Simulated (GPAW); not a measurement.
A run of GPAW 26.7.0 is set up as follows.

The input run.py:

```python
from ase.dft.bandgap import bandgap
from ase.io import read, write
from ase.units import GPa
from gpaw import GPAW, PW

atoms = read('POSCAR')

calc = GPAW(mode=PW(600),
            xc='PBE',
            kpts={'size': (7, 7, 4), 'gamma': True},
            occupations={'name': 'fermi-dirac', 'width': 0.05},
            nbands=31,
            convergence={'density': 1e-05, 'energy': 1e-05},
            maxiter=150,
            txt='gpaw.txt')
atoms.calc = calc
energy = atoms.get_potential_energy()
forces = atoms.get_forces()
stress = atoms.get_stress()
calc.write('gs.gpw')
write('result.traj', atoms)
print(f'Energy: {energy:.6f} eV')
print('Forces (eV/A):')
print(forces.round(4))
print('Stress (GPa):', (stress / GPa).round(3))
print('Fermi level:', round(calc.get_fermi_level(), 4), 'eV')
print(f'Gap: {bandgap(calc)[0]:.4f} eV, direct: {bandgap(calc, direct=True)[0]:.4f} eV')

path = atoms.cell.bandpath('GMKGALHA,LM,KH', npoints=60, eps=1e-4)
bs_calc = calc.fixed_density(kpts=path, symmetry='off', nbands=51,
                             convergence={'bands': 'CBM+6.0', 'eigenstates': 1e-6}, txt='bands.txt')
bs = bs_calc.band_structure()
bs.write('bs.json')
print(f'Gap on the path: {bandgap(bs_calc)[0]:.4f} eV')
```

The input POSCAR:

```
CdS
1.0
    4.1500000000      0.0000000000      0.0000000000
   -2.0750000000      3.5940054257      0.0000000000
    0.0000000000      0.0000000000      6.7370000000
Cd S
2 2
Direct
    0.6666666667      0.3333333333      0.5000000000
    0.3333333333      0.6666666667      0.0000000000
    0.6666666667      0.3333333333      0.8750000000
    0.3333333333      0.6666666667      0.3750000000
```

Potentials or basis: GPAW PAW data sets (gpaw-data 1.2.1), pw.

Command:

```sh
$ OMP_NUM_THREADS=1 python run.py
```

**Question.** What does it give for the band gap on the k mesh?

**Answer.** 1.18 eV, direct.

**Question.** Estimate the pressure.

**Answer.** 1.8 GPa.

**Question.** Predict the largest force.

**Answer.** 0.067 eV/Å.

**Question.** Predict the band gap along the path.

**Answer.** 1.18 eV, direct.

Forces in eV/Å, atoms in the order of the input:
```
Cd   0.000  0.000 -0.067
Cd   0.000  0.000 -0.067
S    0.000  0.000  0.067
S    0.000  0.000  0.067
```

**The experiment to reproduce.**

“Isotope dependence of band-gap energy”, 2008, arxiv:0807.2152 quotes, for a bulk crystal of CdS: band gap 2.5809 ± 0.0002 eV.

Measured gap of CdS: 2.5809 eV (quoted in “Isotope dependence of band-gap energy”, 2008, arxiv:0807.2152). This calculation gives 1.18 eV (-1.40 eV). So large a miss can be the level of theory's own, or it may mean another phase, state or a wrong row. Spin-orbit coupling on Cd is left out. The value is that of PBE, without temperature or zero-point motion. Semilocal functionals fall short of measured gaps as a rule.
